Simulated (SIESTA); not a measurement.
HgSe under changes of volume

One of the cells (28.067 Å³/atom); the others are scaled copies at fixed shape and fractional positions:

```
Hg Se
1.0
     0.00000    3.03900    3.03900
     3.03900    0.00000    3.03900
     3.03900    3.03900    0.00000
Hg Se
1 1
Direct
  0.00000 0.00000 0.00000
  0.75000 0.75000 0.75000
```

```yaml
Program: SIESTA 5.4.2
Functional: PBE
Potentials_or_basis: SG15 1.2 (PBE files) or PseudoDojo by element
Basis: DZP (energy shift 0.002 Ry)
Grid_cutoff: 800 Ry
Energy_shift: 0.002 Ry
k_mesh: 8 × 8 × 8
Occupations: fermi-dirac, width 0.05 eV
Spin: no spin polarisation
```

```tsv
volume (Å³/atom)	energy over the lowest point (meV/atom)	pressure (GPa)	gap on the mesh (eV)
26.383	113.38	10.3	0.83
26.944	80.58	8.4	0.77
27.505	54.14	6.7	0.72
28.067	?	?	?
28.628	17.82	3.8	0.61
29.189	6.83	2.5	0.56
29.751	0.00	1.4	0.51
```

Question: What does the run at 28.067 Å³/atom give?

Answer: Energy over the lowest point 33.38 meV/atom; pressure 5.2 GPa; gap on the mesh 0.66 eV.

Worked out: A Birch-Murnaghan fit of order 3 (a polynomial in V^(-2/3)) to the other rows has its minimum at 30.55 Å³/atom, just outside them, with B0 = V·E''(V) = 50 GPa and B' = 4.7. It gives 33.39 meV/atom at 28.067 Å³/atom, against the run's 33.38, and -dE/dV = 5.2 GPa, against 5.2. A straight line through the other rows of the gap, of slope -2.66 eV per unit of ln V (its deformation potential), gives 0.66 eV, against the run's 0.66.

Energies are extrapolated to zero smearing.

Caveats: semicore shells carry a single zeta, which can move pressures by several GPa and volumes by a few percent; spin-orbit coupling is left out, which moves the levels of the heavy elements; the basis of atomic orbitals isn't converged, which shifts pressures, moduli and gaps.

A mesh can miss the band edges.
